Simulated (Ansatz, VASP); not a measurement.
# One calculation of Si, two programs

```
CELL_PARAMETERS angstrom
0.00000 2.63401 2.71547
2.63401 0.00000 2.71547
2.63401 2.63401 0.00000
ATOMIC_POSITIONS crystal
Si 0.50000 0.50000 0.50000
Si 0.75000 0.75000 0.75000
```

Change from the starting cell: equal xx and yy strain of -3 %, crystal datasets.

Alike in both runs: task electric field gradients; functional PBE; k mesh 11 × 11 × 11; occupations fermi-dirac, width 0.08 eV; no spin polarisation.

|  | VASP | Ansatz |
| --- | --- | --- |
| version | VASP 6.6.1 | Ansatz 0.2.0 |
| potentials or method | VASP PAW PBE potentials, release 64 (Si), cutoff 520 eV | all-electron PAW with datasets made for the crystal, scalar-relativistic |

Ansatz gave:

```
pressure (GPa)                                                 : 8.6
largest component of the traceless stress (GPa)                : 2.03
Vzz of the field gradient on the site that differs most (V/Å²) : -0.1
```

**Question.** Which values does VASP return?

**Answer.** Pressure (GPa): 8.6; largest component of the traceless stress (GPa): 2.03; Vzz of the field gradient on the site that differs most (V/Å²): -0.2.

Ansatz ran all-electron here, so the differences hold the error of VASP's frozen core and of both bases.
